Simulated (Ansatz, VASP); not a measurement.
C: VASP beside Ansatz

INCAR

```
SYSTEM = C
  ALGO = Normal
  EDIFF = 1E-7
  ENCUT = 520
  ISIF = 2
  ISMEAR = 0
  LASPH = .True.
  LCHARG = .False.
  LREAL = .False.
  LWAVE = .False.
  NBANDS = 11
  NELM = 60
  PREC = Accurate
  SIGMA = 0.05
```

KPOINTS

```
k-points
0
Gamma
  12 12 12
  0 0 0
```

Contents of POSCAR:

```
C
1.0
    0.0000000000      1.8982028646      1.7657701066
    1.6333373486      0.0000000000      1.7657701066
    1.6333373486      1.8982028646      0.0000000000
C
2
Direct
    0.5000000000      0.5000000000      0.5000000000
    0.7500000000      0.7500000000      0.7500000000
```

Input for Ansatz:

```yaml
crystal:
  lattice:
    - [0.0, 1.8982028646, 1.7657701066]
    - [1.6333373486, 0.0, 1.7657701066]
    - [1.6333373486, 1.8982028646, 0.0]
  atoms:
    - { symbol: C, position: [0.5, 0.5, 0.5] }
    - { symbol: C, position: [0.75, 0.75, 0.75] }
basis:
  ecutwfc: 520.0
kpoints:
  mp_grid: { grid: [12, 12, 12] }
hamiltonian:
  xc: lda
  pseudopotentials: { kind: paw, azcp: { folder: soft_1 } }
scf:
  occupations: { method: gaussian, width: 0.05 }
output:
  forces: true
  stress: true
  eigenvalues: true
  write_density: true
  write_potential: true
  elf: true
  volumetric_format: npy
```

Change from the starting cell: strain +e along x and -e along y -0.0750, strain +e along z and -e/2 along x and y +0.0000.

Alike in both runs: task single point; functional LDA; k mesh 12 × 12 × 12; occupations gaussian, width 0.05 eV; no spin polarisation.

```csv
,VASP,Ansatz
version,VASP 6.6.1,Ansatz 0.2.0
potentials or method,"VASP PAW LDA potentials, release 64 (C)","scalar-relativistic, plane waves, PAW"
plane-wave cutoff (eV),520,520
valence electrons in the cell,8,8
```

Ansatz gave:

* gap on the k mesh at the Fermi level (eV): 1.38
* least direct gap on the mesh (eV): 3.79
* pressure (GPa): 2.9
* largest component of the traceless stress (GPa): 76.12

Which values does VASP return?

gap on the k mesh at the Fermi level (eV): 1.37; least direct gap on the mesh (eV): 3.79; pressure (GPa): 4.6; largest component of the traceless stress (GPa): 76.00.

Ansatz warned: «pseudo_functional_mismatch».
